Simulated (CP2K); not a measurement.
Crystal: CdSe.

```xyz
2
Lattice="4.3420 0.0000 0.0000 2.1710 3.7603 0.0000 2.1710 1.2534 3.5452" Properties=species:S:1:pos:R:3 pbc="T T T"
Cd    0.0000    0.0000    0.0000
Se    2.1710    1.2534    0.8863
```

Measurements of this composition are mostly on another form, of space group No. 186.

Base run:

| Quantity | Value |
| --- | --- |
| Program | CP2K 2026.2 |
| Functional | LDA |
| Potentials or basis | POTENTIAL_UZH Cd GTH-PBE-q12, Se GTH-PBE-q6; TZVP-MOLOPT-PBE-GTH basis |
| Density cutoff | 9184 eV |
| k mesh | 8 × 8 × 8 |
| Occupations | fermi-dirac, width 0.05 eV |
| Spin | no spin polarisation |

Its results: band gap on the k mesh 0.26 eV, direct; pressure -1.6 GPa.

Problem. After a change of settings the same cell gave: band gap on the k mesh 0.52 eV, direct; pressure 1.7 GPa. Which change was it?
A. functional from LDA to RPBE
B. functional from LDA to r2SCAN
C. functional from LDA to PW91

Solution. C.

PW91 binds less tightly than LDA, so the same cell stands under more pressure.

Caveats: the potentials were made for another functional, which shifts forces and pressure; the basis of atomic orbitals isn't converged, which shifts pressures, moduli and gaps.

Runs at the PBE level aren't shown here.
